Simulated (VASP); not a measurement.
# AlN: single point with PBEsol

The system is AlN.

```
CELL_PARAMETERS angstrom
0.00000 2.48542 2.48542
2.48542 0.00000 2.48542
2.48542 2.48542 0.00000
ATOMIC_POSITIONS crystal
Al 0.00000 0.00000 0.00000
N 0.75000 0.75000 0.75000
```

Measurements of this composition are mostly on another form, of space group No. 186.

The cell isn't the ideal one: As replaced by N, lengths x 0.880, strained and moved within the space group.

```json
{
 "Program": "VASP 6.6.1",
 "Task": "single point",
 "Functional": "PBEsol",
 "Potentials or basis": "VASP PAW PBE potentials, release 64 (Al, N)",
 "Cutoff": "520 eV",
 "k mesh": "6 × 6 × 6",
 "Occupations": "gaussian, width 0.1 eV",
 "Spin": "no spin polarisation"
}
```

- Pressure: -35.6 GPa
- Band gap on the k mesh: 1.16 eV, direct

Levels at points of the mesh, in eV from the valence-band top:
| k point | band 1 | band 2 | band 3 | band 4 | band 5 | band 6 | band 7 | band 8 |
| --- | --- | --- | --- | --- | --- | --- | --- | --- |
| (0.00, 0.00, 0.00) | -13.04 | 0.00 | 0.00 | 0.00 | 1.16 | 9.13 | 9.13 | 9.13 |
| (0.50, 0.00, 0.00) | -11.92 | -4.49 | -0.42 | -0.42 | 4.13 | 7.34 | 8.76 | 8.76 |
| (0.50, 0.50, 0.00) | -11.58 | -3.96 | -1.37 | -1.37 | 2.93 | 6.08 | 9.84 | 11.33 |

Wall time 5.4 s on 1 thread of Intel(R) Xeon(R) 6975P-C (Granite Rapids), with other jobs on the host, peak memory 0.15 GiB.

Caveat: the cell as given lies far from equilibrium; so large a pressure means that the cell lies far from this level's equilibrium, or that cutoff or potentials fall short; the potentials were made for another functional, which shifts forces and pressure.
